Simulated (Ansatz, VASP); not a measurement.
SnO (Romarchite) in VASP and in Ansatz

File POSCAR:

```
SnO
1.0
    3.7986000000      0.0000000000      0.0000000000
    0.0000000000      3.7986000000      0.0000000000
    0.0000000000      0.0000000000      4.8408000000
Sn O
2 2
Direct
    0.5000000000      0.0000000000      0.2369000000
    0.0000000000      0.5000000000      0.7631000000
    0.0000000000      0.0000000000      0.0000000000
    0.5000000000      0.5000000000      0.0000000000
```

INCAR.step1

```
SYSTEM = SnO
ALGO = Normal
EDIFF = 1E-4
ENCUT = 520
GGA = PE
ISMEAR = 0
LASPH = .TRUE.
LCHARG = .FALSE.
LREAL = .FALSE.
LWAVE = .TRUE.
NBANDS = 28
NELM = 60
PREC = Accurate
SIGMA = 0.1
```

File INCAR.step2:

```
SYSTEM = SnO
ALGO = Normal
EDIFF = 1E-7
ENCUT = 520
ISIF = 2
ISMEAR = 0
ISTART = 1
IVDW = 12
LASPH = .TRUE.
LCHARG = .TRUE.
LELF = .TRUE.
LMIXTAU = .TRUE.
LREAL = .FALSE.
LVHAR = .TRUE.
LWAVE = .FALSE.
METAGGA = R2SCAN
NBANDS = 28
NELM = 60
PREC = Accurate
SIGMA = 0.1
VDW_A1 = 0.49484001
VDW_A2 = 5.73083694
VDW_S6 = 1.0
VDW_S8 = 0.78981345
```

KPOINTS

```
k-points
0
G
  6 6 4
  0 0 0
```

Input for Ansatz:

```yaml
crystal:
  lattice:
    - [3.7986, 0.0, 0.0]
    - [0.0, 3.7986, 0.0]
    - [0.0, 0.0, 4.8408]
  atoms:
    - { symbol: Sn, position: [0.5, 0.0, 0.2369] }
    - { symbol: Sn, position: [0.0, 0.5, 0.7631] }
    - { symbol: O, position: [0.0, 0.0, 0.0] }
    - { symbol: O, position: [0.5, 0.5, 0.0] }
basis:
  ecutwfc: 500
kpoints:
  mp_grid: { grid: [6, 6, 4] }
hamiltonian:
  xc: r2scan
  dispersion: d3bj
scf:
  occupations: { method: gaussian, width: 0.1 }
output:
  forces: true
  stress: true
  eigenvalues: true
```

Alike in both runs: task single point; functional r2SCAN; dispersion D3(BJ); k mesh 6 × 6 × 4; occupations gaussian, width 0.1 eV; no spin polarisation.

|  | VASP | Ansatz |
| --- | --- | --- |
| version | VASP 6.6.1 | Ansatz 0.2.0 |
| potentials or method | VASP PAW PBE potentials, release 64 (Sn_d, O) | scalar-relativistic, plane waves, PAW |
| plane-wave cutoff (eV) | 520 | 500 |
| valence electrons in the cell | 40 | 40 |

VASP gave:

* gap on the k mesh at the Fermi level (eV): 0.18
* least direct gap on the mesh (eV): 2.31
* pressure (GPa): 0.2
* largest component of the traceless stress (GPa): 0.07
* rms of the force components (eV/Å): 0.062

Problem. Estimate Ansatz's values.

Solution. gap on the k mesh at the Fermi level (eV): 0.18; least direct gap on the mesh (eV): 2.33; pressure (GPa): -0.4; largest component of the traceless stress (GPa): 0.03; rms of the force components (eV/Å): 0.001.

Atom by atom the forces differ by 0.061 eV/Å (rms over components). Ansatz warned: «dispersion_damping_borrowed».

Caveats: the PAW data sets were made with another functional, which shifts forces and pressure a little (VASP); spin-orbit coupling is left out, which moves the levels of the heavy elements.
